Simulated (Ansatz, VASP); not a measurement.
# One calculation of CoSi, two programs

File INCAR:

```
SYSTEM = CoSi
PREC = Accurate
ENCUT = 600
EDIFF = 1E-6
ISMEAR = -1
SIGMA = 0.05
LREAL = .FALSE.
LASPH = .TRUE.
NELM = 100
ALGO = Normal
ISIF = 3
LWAVE = .FALSE.
LCHARG = .FALSE.
GGA = PS
IBRION = 2
NSW = 60
EDIFFG = -0.005
```

KPOINTS

```
Automatic mesh
0
G
  14 14 14
  0 0 0
```

POSCAR

```
CoSi
1.0
    0.0000000000      2.2923918786      2.2923918786
    2.2923918786      0.0000000000      2.2923918786
    2.2923918786      2.2923918786      0.0000000000
Co Si
1 1
Direct
    0.0000000000      0.0000000000      0.0000000000
    0.5000000000      0.5000000000      0.5000000000
```

Input for Ansatz:

```yaml
crystal:
  lattice:
    - [0.0, 2.2923918786, 2.2923918786]
    - [2.2923918786, 0.0, 2.2923918786]
    - [2.2923918786, 2.2923918786, 0.0]
  atoms:
    - { symbol: Co, position: [0.0, 0.0, 0.0] }
    - { symbol: Si, position: [0.5, 0.5, 0.5] }
kpoints:
  mp_grid: { grid: [14, 14, 14] }
scf:
  occupations: { method: fermi_dirac, width: 0.05 }
hamiltonian:
  xc: pbesol
  pseudopotentials: { kind: paw }
output:
  forces: true
  stress: true
relax:
  f_tol: 0.005
  max_steps: 40
  cell: {}
```

Alike in both runs: task relaxation of cell and atoms; functional PBEsol; k mesh 14 × 14 × 14; occupations fermi-dirac, width 0.05 eV; no spin polarisation.

|  | VASP | Ansatz |
| --- | --- | --- |
| version | VASP 6.6.1 | Ansatz 0.2.0 |
| potentials or method | VASP PAW PBE potentials, release 64 (Co, Si) | PAW with Ansatz's default frozen-core files, scalar-relativistic |
| plane-wave cutoff (eV) | 600 | 420 |
| valence electrons in the cell | 13 | 21 |

Ansatz gave:

```
relaxed volume (Å³/atom)                                     : 12.24
relaxed cell length with the largest relative difference (Å) : 3.259
energy change over the relaxation (meV/atom)                 : -2
```

Problem. What did VASP give for the same quantities?

Solution. Relaxed volume (Å³/atom): 12.25; relaxed cell length with the largest relative difference (Å): 3.260; energy change over the relaxation (meV/atom): -2.

The two sets of potentials don't hold the same shells in valence.

Caveats: the PAW data sets were made with another functional, which shifts forces and pressure a little (VASP). Spin polarisation is off, so any magnetic state and its effect on volume and gap are missing.
